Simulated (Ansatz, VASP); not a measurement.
# Os in VASP and in Ansatz

INCAR

```
SYSTEM = Os
PREC = Accurate
ENCUT = 520
EDIFF = 1E-7
ISMEAR = -1
SIGMA = 0.1
LREAL = .FALSE.
LASPH = .TRUE.
NELM = 100
ALGO = Normal
ISIF = 2
LWAVE = .FALSE.
LCHARG = .FALSE.
GGA = PS
NBANDS = 10
```

Contents of KPOINTS:

```
Automatic mesh
0
G
  16 16 16
  0 0 0
```

File POSCAR:

```
Os
1.0
   -1.5515060240      1.5515060240      1.5515060240
    1.5515060240     -1.5515060240      1.5515060240
    1.5515060240      1.5515060240     -1.5515060240
Os
1
Direct
    0.0000000000      0.0000000000      0.0000000000
```

Input for Ansatz:

```yaml
crystal:
  lattice:
    - [-1.551506024, 1.551506024, 1.551506024]
    - [1.551506024, -1.551506024, 1.551506024]
    - [1.551506024, 1.551506024, -1.551506024]
  atoms:
    - { symbol: Os, position: [0.0, 0.0, 0.0] }
hamiltonian:
  xc: pbesol
  pseudopotentials:
    kind: paw
    azcp:
      Os: "pseudopotentials/Os.paw.azcp"
basis:
  ecutwfc: 420
  fft_grid_basis: typed
kpoints:
  mp_grid: { grid: [16, 16, 16], shift: [0, 0, 0] }
magnetization:
  spin_polarized: false
scf:
  occupations: { method: fermi_dirac, width: 0.1 }
  lower_state_search: "off"
output:
  stress: true
```

Alike in both runs: task single point; functional PBEsol; k mesh 16 × 16 × 16; occupations fermi-dirac, width 0.1 eV; no spin polarisation.

|  | VASP | Ansatz |
| --- | --- | --- |
| version | VASP 6.6.1 | Ansatz 0.2.0 |
| potentials or method | VASP PAW PBE potentials, release 64 (Os) | plane waves (420 eV) with PAW, scalar-relativistic |
| plane-wave cutoff (eV) | 520 | 420 |
| valence electrons in the cell | 8 | 16 |

Ansatz gave:

| Property | Result |
| --- | --- |
| pressure (GPa) | -13.6 |

Q: What did VASP give for the same quantities?

A: Pressure (GPa): -13.3.

The functional is the same, so the differences come from potentials, cutoffs and numerics. The two sets of potentials don't hold the same shells in valence. Ansatz warned: «pseudo_functional_mismatch».

Caveats: the PAW data sets were made with another functional, which shifts forces and pressure a little (VASP). The runs have no spin-orbit coupling, so splittings on Os are missing.
